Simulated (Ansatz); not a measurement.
Take a crystal in which S has been replaced by Te on all its sites, with the cell rescaled by a rough guess (in some cases also distorted within its space group) and nothing relaxed:

```xyz
2
Lattice="3.9392 0.0000 0.0000 0.0000 3.9392 0.0000 0.0000 0.0000 3.9392" Properties=species:S:1:pos:R:3 pbc="T T T"
Pb    0.0000    0.0000    0.0000
Te    1.9696    1.9696    1.9696
```

Method: Ansatz, DFT PBEsol, scalar-relativistic, plane waves, PAW.

Cutoff 420 eV; k points 10×10×10 on the computed 2-atom cell (Γ-centred); Gaussian smearing, width 0.10 eV; no spin polarisation.

Q: Will this cell want to expand or contract, and how hard?

A: The pressure is -1.1 GPa (positive in compression), so the cell would contract.

Q: Is it a metal on this mesh?

A: Yes, a band crosses the Fermi level.

Q: What is its energy against the elements in their standard states?

A: -0.175 eV/atom at this unrelaxed geometry, with the elements in the same functional.

Spin-orbit coupling is left out, which matters for the bands of heavy elements.

This CsCl-type form isn't the usual stable structure of the compound.